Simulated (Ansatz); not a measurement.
# Boron, diamond under PBEsol: ground state and equation of state

What does PBEsol give for boron in the diamond structure? We relax it, solve it on a dense k-mesh, then scale the cell to 7 volumes from 88 to 112 % of the relaxed one and try a fit of the equation of state. Spin polarisation is left out. The k-meshes are 13×13×13 for the relaxation; 22×22×22 for the dense run; 15×15×15 for the volumes.

Method: DFT PBEsol, plane waves (420 eV) with PAW, scalar-relativistic; the PAW data stem from PBE, with regenerated cores, in Ansatz 0.2.0.

## (1) The structure to begin with

It takes space group Fd-3m (No. 227, cubic). Conventional cell: a = 4.137 Å, b = 4.137 Å, c = 4.137 Å, α = 90.00°, β = 90.00°, γ = 90.00°. B (site symmetry -43m) is surrounded by 4 B at 1.79 Å.

Structure file:

```cif
data_structure
_symmetry_space_group_name_H-M 'Fd-3m:1'
_symmetry_Int_Tables_number 227
_cell_length_a 4.1366
_cell_length_b 4.1366
_cell_length_c 4.1366
_cell_angle_alpha 90.000
_cell_angle_beta 90.000
_cell_angle_gamma 90.000
_cell_volume 70.78
loop_
_atom_site_label
_atom_site_type_symbol
_atom_site_symmetry_multiplicity
_atom_site_Wyckoff_symbol
_atom_site_fract_x
_atom_site_fract_y
_atom_site_fract_z
_atom_site_occupancy
B1 B 8 b 0.75000 0.75000 0.75000 1
```

## (2) Relaxing cell and atoms

input.yaml

```yaml
crystal:
  lattice:
    - [0.0, 2.0683080914, 2.0683080914]
    - [2.0683080914, 0.0, 2.0683080914]
    - [2.0683080914, 2.0683080914, 0.0]
  atoms:
    - { symbol: B, position: [0.125, 0.125, 0.125] }
    - { symbol: B, position: [0.875, 0.875, 0.875] }
hamiltonian:
  xc: pbesol
  pseudopotentials:
    kind: paw
    azcp:
      B: "pseudopotentials/B.paw.azcp"
basis:
  ecutwfc: 420
  fft_grid_basis: typed
kpoints:
  mp_grid: { grid: [13, 13, 13], shift: [0, 0, 0] }
magnetization:
  spin_polarized: false
scf:
  occupations: { method: fermi_dirac, width: 0.1 }
relax:
  max_steps: 60
  f_tol: 0.01
  cell: {}
```

On the command line:

```console
$ ansatz run input.yaml --threads 2 --pin off --max-ram 5120MiB --backend cpu --events-out ev --progress --plain --runs-dir out
```

The log of the run:

```text
Warning: <dir> the record states the generating functional pbe (its physics header spells it `PBE`), which answers neither for hamiltonian.xc's functional nor for the pbesol family's — results may be inconsistent (PPs are generated against a specific XC)
Warning: RAYON_NUM_THREADS=2 ignored (pool sized by the plan → 2); use --threads N
Engine: ansatz 0.2.0, aarch64-unknown-linux-gnu
Pseudopotentials: kind: paw
Pseudopotential: B, paw, valence charge 3, recommended cutoff 420 eV (normal), <dir>
Functional definition: PBEsol
  exchange = pbesol_x
  correlation = pbesol_c
Crystal: 2 atoms, lattice volume = 17.696 Å³
Basis set: ecut = 420 eV, 331 PW (Γ), exchange–correlation on 40×40×40 points (8 copies of the dense FFT grid, shifted against one another)
Bands: 7, of which v1, the nominal top of the filled ones, is band 3 counted from 1 (2 counted from 0)
Symmetry: 48 space group operations
Space group: Fd-3m (ITA 227), of the structure as read, at distance tolerance 2.6e-5 Å
k-points: 84 of 2197
Non-local potential: B, projectors of the file, l = 0: 2, l = 1: 2, l = 2: 1
PAW form: soft (Blöchl's): semilocal exchange-correlation on the pseudo side does not see the compensation charge
PAW frozen core: B, regenerated for the run's functional, and the local potential with it (the file was generated under x = pbe(κ = 0.804, μ = 0.2195149727645171), c = pbe(β = 0.06672455060314922))
PAW one-centre angular grid: B, 110 points (default); XC on 64 Gauss nodes
Initial density: superposition of atomic densities (neutral atoms: chi_scale 0, normalization atom), corrected by the library's trained network
Initial wavefunctions: pseudopotential atomic-orbital guess
Functional: x = pbesol(κ = 0.804, μ = 0.12345679012345678), c = pbesol(β = 0.046)
SCF iter   1: F=—  HF=-303.351253 eV  |F-HF|=—  |Δ(HF+E_count)|=         —  Δρ=2.48e-3  dr2=1.19e-3  ethr=1.77e-3  ⟨swp⟩=4.6  Hψ=4004  notcnv=0
preconditioner: auto → none  [metal: Δε(μ)=0.057 eV  Ē_g=13.000 eV  σ=0.100 eV  W_gap=0.14  n_scr=0 (ndim 8)  ℏωp=21.6 eV  f_vac=0.000  D(μ)=0.78/eV (n_scr^D=8)]
SCF iter   2: F=—  HF=-303.350790 eV  |F-HF|=—  |Δ(HF+E_count)|=   4.64e-4  Δρ=9.81e-4  dr2=1.61e-4  ethr=1.98e-5  ⟨swp⟩=1.5  Hψ=1339  notcnv=0
SCF iter   3: F=—  HF=-303.350804 eV  |F-HF|=—  |Δ(HF+E_count)|=   1.38e-5  Δρ=1.31e-4  dr2=1.22e-6  ethr=2.68e-6  ⟨swp⟩=2.0  Hψ=824  notcnv=0
SCF iter   4: F=—  HF=-303.350802 eV  |F-HF|=—  |Δ(HF+E_count)|=   1.27e-6  Δρ=1.28e-5  dr2=1.98e-8  ethr=2.04e-8  ⟨swp⟩=2.1  Hψ=831  notcnv=0
iter 5 did not close the SCF: its close was put off for the readings that it lacked (scf_convergence_deferred on its scf_iter line)
SCF iter   5: F=-303.350802 eV  HF=-303.350802 eV  |F-HF|=2.54e-11  |Δ(HF+E_count)|=   3.67e-9  Δρ=1.76e-6  dr2=2.04e-10  ethr=3.30e-10  ⟨swp⟩=2.0  Hψ=826  notcnv=0
SCF iter   6: F=-303.350802 eV  HF=-303.350802 eV  |F-HF|=1.14e-13  |Δ(HF+E_count)|=  5.83e-11  Δρ=7.37e-8  dr2=4.23e-13  ethr=3.41e-12  ⟨swp⟩=1.0  Hψ=1626  notcnv=0
SCF 1 converged in 6 iterations: F = -303.350802 eV  dr2 = 4.23e-13
relax step   1: F+E_penalty+E_count = -303.35080227 eV  Δ(F+E_penalty+E_count) = +0.000e0 eV  max|allowed force component| = 9.252e-18 eV/Å  Δτ_max = 0.0000 Å  P = -12.171 GPa  Ω = 17.696 Å³  (6 SCF iters, dr2 threshold 1.00e-7 eV, accepted)
Crystal: 2 atoms, lattice volume = 16.872 Å³
Initial density: handed on by an earlier stage of this run
Initial wavefunctions: those handed on with the density
iter 1 solved again at ethr=6.92e-5 eV; its pass at ethr=3.10e-3 eV (dr2=4.15e-3 eV) is discarded
SCF iter   1: F=—  HF=-303.398189 eV  |F-HF|=—  |Δ(HF+E_count)|=         —  Δρ=4.70e-3  dr2=4.19e-3  ethr=6.92e-5  ⟨swp⟩=1.0  Hψ=5097  notcnv=0
preconditioner: auto → none  [metal: Δε(μ)=0.023 eV  Ē_g=13.409 eV  σ=0.100 eV  W_gap=0.06  n_scr=0 (ndim 8)  ℏωp=22.1 eV  f_vac=0.000  D(μ)=0.78/eV (n_scr^D=8)]
SCF iter   2: F=—  HF=-303.396786 eV  |F-HF|=—  |Δ(HF+E_count)|=   1.40e-3  Δρ=1.78e-3  dr2=5.85e-4  ethr=6.92e-5  ⟨swp⟩=1.0  Hψ=592  notcnv=0
SCF iter   3: F=—  HF=-303.396581 eV  |F-HF|=—  |Δ(HF+E_count)|=   2.05e-4  Δρ=1.38e-4  dr2=1.36e-6  ethr=9.76e-6  ⟨swp⟩=2.0  Hψ=828  notcnv=0
SCF iter   4: F=—  HF=-303.396578 eV  |F-HF|=—  |Δ(HF+E_count)|=   2.67e-6  Δρ=8.49e-6  dr2=1.26e-8  ethr=3.33e-9  ⟨swp⟩=4.0  Hψ=1586  notcnv=0
SCF iter   5: F=-303.396578 eV  HF=-303.396578 eV  |F-HF|=1.71e-11  |Δ(HF+E_count)|=   2.46e-9  Δρ=6.21e-7  dr2=3.48e-11  ethr=2.11e-10  ⟨swp⟩=1.0  Hψ=1695  notcnv=0
SCF 2 converged in 5 iterations: F = -303.396578 eV  dr2 = 3.48e-11
relax step   2: F+E_penalty+E_count = -303.39657813 eV  Δ(F+E_penalty+E_count) = -4.578e-2 eV  max|allowed force component| = 1.295e-16 eV/Å  Δτ_max = 0.0000 Å  P = -4.866 GPa  Ω = 16.872 Å³  energy of the carried Pulay correction = +1.280e-3 eV  (5 SCF iters, dr2 threshold 2.00e-7 eV, accepted)
Crystal: 2 atoms, lattice volume = 16.365 Å³
iter 1 solved again at ethr=3.01e-5 eV; its pass at ethr=3.10e-3 eV (dr2=1.81e-3 eV) is discarded
SCF iter   1: F=—  HF=-303.405182 eV  |F-HF|=—  |Δ(HF+E_count)|=         —  Δρ=3.17e-3  dr2=1.82e-3  ethr=3.01e-5  ⟨swp⟩=1.0  Hψ=4998  notcnv=0
preconditioner: auto → none  [metal: Δε(μ)=0.035 eV  Ē_g=13.687 eV  σ=0.100 eV  W_gap=0.09  n_scr=0 (ndim 8)  ℏωp=22.5 eV  f_vac=0.000  D(μ)=0.78/eV (n_scr^D=8)]
SCF iter   2: F=—  HF=-303.404579 eV  |F-HF|=—  |Δ(HF+E_count)|=   6.02e-4  Δρ=1.20e-3  dr2=2.56e-4  ethr=3.01e-5  ⟨swp⟩=1.0  Hψ=591  notcnv=0
SCF iter   3: F=—  HF=-303.404490 eV  |F-HF|=—  |Δ(HF+E_count)|=   8.90e-5  Δρ=9.46e-5  dr2=6.07e-7  ethr=4.26e-6  ⟨swp⟩=2.0  Hψ=828  notcnv=0
SCF iter   4: F=—  HF=-303.404489 eV  |F-HF|=—  |Δ(HF+E_count)|=   1.63e-6  Δρ=5.46e-6  dr2=4.78e-9  ethr=3.33e-9  ⟨swp⟩=4.0  Hψ=1572  notcnv=0
SCF iter   5: F=-303.404489 eV  HF=-303.404489 eV  |F-HF|=7.11e-12  |Δ(HF+E_count)|=  8.42e-10  Δρ=4.05e-7  dr2=1.32e-11  ethr=7.97e-11  ⟨swp⟩=1.0  Hψ=1697  notcnv=0
SCF 3 converged in 5 iterations: F = -303.404489 eV  dr2 = 1.32e-11
relax step   3: F+E_penalty+E_count = -303.40448879 eV  Δ(F+E_penalty+E_count) = -7.911e-3 eV  max|allowed force component| = 1.353e-16 eV/Å  Δτ_max = 0.0000 Å  P = +0.510 GPa  Ω = 16.365 Å³  energy of the carried Pulay correction = +2.100e-3 eV  (5 SCF iters, dr2 threshold 2.00e-7 eV, accepted)
Crystal: 2 atoms, lattice volume = 16.410 Å³
iter 1 solved again at ethr=2.52e-7 eV; its pass at ethr=3.10e-3 eV (dr2=1.51e-5 eV) is discarded
SCF iter   1: F=—  HF=-303.404496 eV  |F-HF|=—  |Δ(HF+E_count)|=         —  Δρ=2.89e-4  dr2=1.52e-5  ethr=2.52e-7  ⟨swp⟩=1.0  Hψ=4632  notcnv=0
preconditioner: auto → none  [metal: Δε(μ)=0.036 eV  Ē_g=13.663 eV  σ=0.100 eV  W_gap=0.09  n_scr=0 (ndim 8)  ℏωp=22.5 eV  f_vac=0.000  D(μ)=0.78/eV (n_scr^D=8)]
SCF iter   2: F=—  HF=-303.404488 eV  |F-HF|=—  |Δ(HF+E_count)|=   7.61e-6  Δρ=1.10e-4  dr2=2.16e-6  ethr=2.52e-7  ⟨swp⟩=1.0  Hψ=589  notcnv=0
SCF iter   3: F=-303.404487 eV  HF=-303.404487 eV  |F-HF|=2.01e-9  |Δ(HF+E_count)|=   7.28e-7  Δρ=8.75e-6  dr2=5.15e-9  ethr=3.33e-9  ⟨swp⟩=2.0  Hψ=1917  notcnv=0
SCF 4 converged in 3 iterations: F = -303.404487 eV  dr2 = 5.15e-9
relax step   4: F+E_penalty+E_count = -303.40448720 eV  Δ(F+E_penalty+E_count) = +1.585e-6 eV  max|allowed force component| = 1.538e-16 eV/Å  Δτ_max = 0.0000 Å  P = +0.004 GPa  Ω = 16.410 Å³  energy of the carried Pulay correction = +2.026e-3 eV  (3 SCF iters, dr2 threshold 2.00e-7 eV, accepted)
Initial wavefunctions: pseudopotential atomic-orbital guess (no wavefunctions were taken with the density)
iter 1 solved again at ethr=1.63e-8 eV; its pass at ethr=3.10e-3 eV (dr2=9.79e-7 eV) is discarded
SCF iter   1: F=—  HF=-303.402912 eV  |F-HF|=—  |Δ(HF+E_count)|=         —  Δρ=1.75e-4  dr2=4.81e-7  ethr=1.63e-8  ⟨swp⟩=3.1  Hψ=5818  notcnv=0
SCF iter   2: F=—  HF=-303.402911 eV  |F-HF|=—  |Δ(HF+E_count)|=   1.18e-6  Δρ=8.88e-5  dr2=1.22e-7  ethr=8.01e-9  ⟨swp⟩=1.0  Hψ=588  notcnv=0
SCF iter   3: F=—  HF=-303.402912 eV  |F-HF|=—  |Δ(HF+E_count)|=   5.35e-7  Δρ=1.20e-6  dr2=3.41e-11  ethr=2.03e-9  ⟨swp⟩=2.0  Hψ=828  notcnv=0
SCF iter   4: F=-303.402912 eV  HF=-303.402912 eV  |F-HF|=8.53e-13  |Δ(HF+E_count)|=  1.44e-10  Δρ=1.29e-7  dr2=6.88e-13  ethr=1.00e-12  ⟨swp⟩=5.0  Hψ=1806  notcnv=0
SCF 5 converged in 4 iterations: F = -303.402912 eV  dr2 = 6.88e-13
relax step   5: F+E_penalty+E_count = -303.40291174 eV  Δ(F+E_penalty+E_count) = +1.575e-3 eV  max|allowed force component| = 2.001e-16 eV/Å  Δτ_max = 0.0000 Å  P = -0.125 GPa  Ω = 16.410 Å³  stress off target by 1.25e-1 GPa  SCF on the basis re-selected at this cell (its energy is not comparable with the rows above)  (4 SCF iters)
basis re-selected at this cell: Δ(F+E_penalty+E_count) = +1.575e-3 eV, ΔP = -0.130 GPa vs the last step (what re-selecting the basis moved, of the pressure what is left beyond the Pulay correction that the steps carried, after the strain that the cell walked since its last selection, with what the two solves' SCF thresholds leave and, on support functions, any second-order correction that the steps lacked; it is no measure of the basis error at this ecutwfc). This SCF's stress stands 1.25e-1 GPa from its target on what of the cell is left free (relax.cell.stress_tol is 5.00e-2 GPa) and its largest allowed force component is 2.00e-16 eV/Å (relax.f_tol is 1.00e-2 eV/Å): not within both, so this SCF does not close the relaxation
Crystal: 2 atoms, lattice volume = 16.399 Å³
iter 1 solved again at ethr=1.55e-8 eV; its pass at ethr=3.10e-3 eV (dr2=9.31e-7 eV) is discarded
SCF iter   1: F=—  HF=-303.402938 eV  |F-HF|=—  |Δ(HF+E_count)|=         —  Δρ=7.16e-5  dr2=9.30e-7  ethr=1.55e-8  ⟨swp⟩=1.0  Hψ=4614  notcnv=0
preconditioner: auto → none  [metal: Δε(μ)=0.035 eV  Ē_g=13.669 eV  σ=0.100 eV  W_gap=0.09  n_scr=0 (ndim 8)  ℏωp=22.5 eV  f_vac=0.000  D(μ)=0.78/eV (n_scr^D=8)]
SCF iter   2: F=—  HF=-303.402935 eV  |F-HF|=—  |Δ(HF+E_count)|=   3.01e-6  Δρ=2.72e-5  dr2=1.31e-7  ethr=1.55e-8  ⟨swp⟩=1.0  Hψ=592  notcnv=0
SCF iter   3: F=-303.402935 eV  HF=-303.402935 eV  |F-HF|=1.25e-10  |Δ(HF+E_count)|=   4.55e-8  Δρ=2.15e-6  dr2=3.27e-10  ethr=6.54e-10  ⟨swp⟩=4.0  Hψ=1575  notcnv=0
SCF 6 converged in 3 iterations: F = -303.402935 eV  dr2 = 3.27e-10
relax step   6: F+E_penalty+E_count = -303.40293527 eV  Δ(F+E_penalty+E_count) = -2.353e-5 eV  max|allowed force component| = 1.723e-16 eV/Å  Δτ_max = 0.0000 Å  P = -0.000 GPa  Ω = 16.399 Å³  energy of the carried Pulay correction = +1.916e-5 eV  (3 SCF iters, dr2 threshold 3.93e-8 eV, accepted)
iter 1 solved again at ethr=1.01e-8 eV; its pass at ethr=3.10e-3 eV (dr2=6.06e-7 eV) is discarded
SCF iter   1: F=—  HF=-303.402938 eV  |F-HF|=—  |Δ(HF+E_count)|=         —  Δρ=2.16e-6  dr2=3.28e-10  ethr=1.01e-8  ⟨swp⟩=3.0  Hψ=5849  notcnv=0
SCF iter   2: F=—  HF=-303.402935 eV  |F-HF|=—  |Δ(HF+E_count)|=   2.71e-6  Δρ=1.09e-6  dr2=8.55e-11  ethr=5.47e-12  ⟨swp⟩=2.0  Hψ=747  notcnv=0
SCF iter   3: F=-303.402935 eV  HF=-303.402935 eV  |F-HF|=1.71e-13  |Δ(HF+E_count)|=  3.79e-11  Δρ=4.92e-8  dr2=2.78e-13  ethr=1.00e-12  ⟨swp⟩=3.8  Hψ=2152  notcnv=0
SCF 7 converged in 3 iterations: F = -303.402935 eV  dr2 = 2.78e-13
relax step   7: F+E_penalty+E_count = -303.40293527 eV  Δ(F+E_penalty+E_count) = -9.663e-12 eV  max|allowed force component| = 1.457e-16 eV/Å  Δτ_max = 0.0000 Å  P = -0.001 GPa  Ω = 16.399 Å³  stress off target by 1.21e-3 GPa  SCF on the basis re-selected at this cell (its energy is not comparable with the rows above)  (3 SCF iters)
basis re-selected at this cell: Δ(F+E_penalty+E_count) = -9.663e-12 eV, ΔP = -0.001 GPa vs the last step (what re-selecting the basis moved, of the pressure what is left beyond the Pulay correction that the steps carried, after the strain that the cell walked since its last selection, with what the two solves' SCF thresholds leave and, on support functions, any second-order correction that the steps lacked; it is no measure of the basis error at this ecutwfc). This SCF's stress stands 1.21e-3 GPa from its target on what of the cell is left free (relax.cell.stress_tol is 5.00e-2 GPa) and its largest allowed force component is 1.46e-16 eV/Å (relax.f_tol is 1.00e-2 eV/Å): within both
SCF converged after 3 iterations
Free energy (F): -303.402935 eV
Harris-Foulkes:  -303.402935 eV  (|F-HF|=1.71e-13)
Internal energy: -303.377043 eV  (E = F + TS)
E sigma→0 (E₀):  -303.389989 eV
Entropy (-TS):   -0.025892 eV (-12.946 meV/atom)
Fermi energy:    6.635750 eV
--- Per-component energies (eV) ---
  E_band       = 11.480079
  E_kinetic    = 91.477218
  E_local      = -42.418861  (includes V_loc(G=0)·N_el)
  E_nonlocal   = 25.744787
  E_hartree    = 7.866374
  E_xc         = -62.046182
  E_vxc        = -73.677799  (∫ρ·V_xc dr)
  E_paw        = -150.927323  (= ΣΔE_a)
  E_vpaw       = -5.378012  (= ΣTr[D̂ρ^β])
  E_aug_tail   = -0.000004  (compensation charges beyond the density's cutoff)
  E_ewald      = -173.102473
  E_core_change = 0.029422  (= ΣΔE_core)
  E_smearing   = -0.025892  (= −TS)
  E_closure    = 0.000000  (closes the sum)
  Σ components = -303.402935   (vs F -303.402935, Δ=0.00e0)
--- Forces (eV/Å), atoms counted from 1 ---
  atom   1  B      0.00000000     0.00000000     0.00000000
  atom   2  B      0.00000000    -0.00000000    -0.00000000
  max |Σ_I F_I| component: 9.25e-17 eV/Å
--- Stress (GPa, compression-positive) ---
       -0.001211       0.000000       0.000000
        0.000000      -0.001211       0.000000
        0.000000       0.000000      -0.001211
  P = ⅓ Tr σ = -0.0012 GPa (-0.012 kbar)
--- Relaxed structure (5 steps of the walk, 5 accepted, 2 SCFs on fresh bases) ---
  F+E_penalty+E_count = -303.40293527 eV   max|allowed force component| = 1.457e-16 eV/Å   (the final SCF, on the basis selected at the relaxed cell)
  cell:  # Å, volume = 16.3985 Å³
    - [1.6631614724434903e-33, 2.016469857196525, 2.016469857196525]
    - [2.016469857196525, 3.0333367150215173e-34, 2.016469857196525]
    - [2.016469857196525, 2.016469857196525, -1.070028126908074e-33]
  atoms:
    - { symbol: B, position: [0.125, 0.125, 0.125] }
    - { symbol: B, position: [0.8750000000000001, 0.8750000000000001, 0.8750000000000001] }
```

Wall time 2.9 s (2 threads of Arm Neoverse V1, shared host); peak memory 0.26 GiB.

Relaxation path:

```
step  energy change (meV/atom)  largest force (eV/Å)  pressure (GPa)  volume (Å³/atom)
   1                      0.00                0.0000          -12.17             8.848
   2                    -22.89                0.0000           -4.87             8.436
   3                    -26.84                0.0000            0.51             8.182
   4                    -26.84                0.0000            0.00             8.205
   5                    -26.05                0.0000           -0.13             8.205
   6                    -26.07                0.0000            0.00             8.199
   7                    -26.07                0.0000            0.00             8.199
```

Steps that repeat a cell are solved on a basis chosen anew, so their changes of energy are no gain of the relaxation.

The cell of the run, before and after:

|  | before | after | change |
| --- | --- | --- | --- |
| a (Å) | 2.925 | 2.852 | -2.5 % |
| b (Å) | 2.925 | 2.852 | -2.5 % |
| c (Å) | 2.925 | 2.852 | -2.5 % |
| volume (Å³/atom) | 8.848 | 8.199 | -7.3 % |
| shortest distance (Å) | 1.791 | 1.746 | -2.5 % |
| space group (spins left aside) | Fd-3m | Fd-3m | same |

## (3) Dense single point

input.yaml

```yaml
crystal:
  lattice:
    - [0.0, 2.0164698572, 2.0164698572]
    - [2.0164698572, 0.0, 2.0164698572]
    - [2.0164698572, 2.0164698572, 0.0]
  atoms:
    - { symbol: B, position: [0.125, 0.125, 0.125] }
    - { symbol: B, position: [0.875, 0.875, 0.875] }
hamiltonian:
  xc: pbesol
  pseudopotentials:
    kind: paw
    azcp:
      B: "pseudopotentials/B.paw.azcp"
basis:
  ecutwfc: 420
  fft_grid_basis: typed
kpoints:
  mp_grid: { grid: [22, 22, 22], shift: [0, 0, 0] }
magnetization:
  spin_polarized: false
scf:
  occupations: { method: fermi_dirac, width: 0.1 }
```

On the command line:

```console
$ ansatz run input.yaml --threads 2 --pin off --max-ram 5120MiB --backend cpu --events-out ev --progress --plain --runs-dir out
```

The log of the run, shortened:

```text
Warning: <dir> the record states the generating functional pbe (its physics header spells it `PBE`), which answers neither for hamiltonian.xc's functional nor for the pbesol family's — results may be inconsistent (PPs are generated against a specific XC)
Warning: RAYON_NUM_THREADS=2 ignored (pool sized by the plan → 2); use --threads N
[...]
[... 3 set-up lines as earlier in the session ...]
[...]
Crystal: 2 atoms, lattice volume = 16.399 Å³
Basis set: ecut = 420 eV, 331 PW (Γ)
Bands: 7, of which v1, the nominal top of the filled ones, is band 3 counted from 1 (2 counted from 0)
[... 1 set-up line as earlier in the session ...]
Space group: Fd-3m (ITA 227), of the structure as read, at distance tolerance 2.5e-5 Å
k-points: 328 of 10648
[...]
SCF iter   1: F=—  HF=-303.400670 eV  |F-HF|=—  |Δ(HF+E_count)|=         —  Δρ=2.73e-3  dr2=1.30e-3  ethr=1.77e-3  ⟨swp⟩=4.6  Hψ=15546  notcnv=0
[...]
SCF iter   6: F=-303.400122 eV  HF=-303.400122 eV  |F-HF|=1.14e-13  |Δ(HF+E_count)|=  2.85e-11  Δρ=6.18e-8  dr2=3.15e-13  ethr=2.67e-12  ⟨swp⟩=1.0  Hψ=6107  notcnv=0
[...]
SCF converged after 6 iterations
Free energy (F): -303.400122 eV
[...]
E sigma→0 (E₀):  -303.386186 eV
Entropy (-TS):   -0.027872 eV (-13.936 meV/atom)
Fermi energy:    6.634712 eV
[...]
```

Wall time 1.2 s (2 threads of Arm Neoverse V1, shared host); peak memory 0.29 GiB.

(Part 1 of 2 ends here.)
